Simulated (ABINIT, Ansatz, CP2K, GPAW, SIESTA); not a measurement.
## One structure in several programs: CsI (Pm-3m, 2 atoms in the cell)

Band-structure calculation.

```
CELL_PARAMETERS angstrom
      4.57000     0.00000     0.00000
      0.00000     4.57000     0.00000
      0.00000     0.00000     4.57000
ATOMIC_POSITIONS crystal
  Cs 0.00000 0.00000 0.00000
  I  0.50000 0.50000 0.50000
```

Shared settings, as Ansatz (a quantum-chemistry and plane-wave program) writes them: kpoints.mp_grid.grid = 4 4 4; scf.occupations.method = fermi_dirac; scf.occupations.width = 0.01 eV. Potentials and cutoffs stand in the table.

```tsv
code	model	gap along the path (eV)	smallest direct gap (eV)	cutoff
CP2K	PBE, GPW, DZVP-MOLOPT-SR-GTH basis, GTH-PBE potentials (GTH_POTENTIALS)	3.85	3.95	grid 500 Ry
ABINIT	PBE, norm-conserving pseudopotentials (PseudoDojo nc-sr-05 PBE standard)	3.87	3.96	35 Ha
Ansatz	PBE, default PAW files	3.88	3.97	420 eV
SIESTA	GGA PBE, numerical atomic orbitals DZP, PseudoDojo PBE standard norm-conserving potentials (rewritten from UPF to PSML)	3.70	3.79	grid 300 Ry
GPAW	PBE, GPAW PAW datasets PBE (gpaw-data 1.0.1)	3.88	3.97	550 eV
```

On Ansatz's run: spin-orbit coupling is off.

The spread over the programs that give each value: gap along the path within 0.18 eV; smallest direct gap within 0.18 eV.

CP2K and SIESTA use small atom-centred bases, whose incompleteness enters pressures, forces and empty levels differently from a plane-wave cutoff.

In the gap along the path, SIESTA stands apart from the plane-wave programs.

The starting cell has typed, rounded lattice constants, without a prior relaxation at this level.

Left out of this page: Quantum ESPRESSO and FLEUR (not drawn, or without a comparable value).

Keys are those of Ansatz 0.2.
